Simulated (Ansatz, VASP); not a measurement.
ZrB2 (scan): VASP beside Ansatz

```
Zr B
1.0
     3.16731    0.00000    0.00000
    -1.58365    2.74297    0.00000
     0.00000    0.00000    3.55154
Zr B
1 2
Direct
  0.00000 0.00000 0.00000
  0.33333 0.66667 0.50000
  0.66667 0.33333 0.50000
```

Alike in both runs: functional r2SCAN; k mesh 15 × 15 × 12; occupations gaussian, width 0.1 eV; no spin polarisation.

Ansatz relaxed the structure, and its values are those at the end. VASP's run is a single point on that final structure, the one shown.

|  | VASP | Ansatz |
| --- | --- | --- |
| version | VASP 6.6.1 | Ansatz 0.2.0 |
| potentials or method | VASP PAW PBE potentials, release 64 (Zr_sv, B) | scalar-relativistic, plane waves, PAW |
| plane-wave cutoff (eV) | 520 | 500 |
| valence electrons in the cell | 18 | 18 |

```csv
,VASP,Ansatz,Ansatz less VASP
gap on the k mesh at the Fermi level (eV),none,none,-
pressure (GPa),0.1,0.0,-0.09
```

A gap of «none» marks a metal or a gap that the smearing closes.

Caveats: the PAW data sets were made with another functional, which shifts forces and pressure a little (VASP).
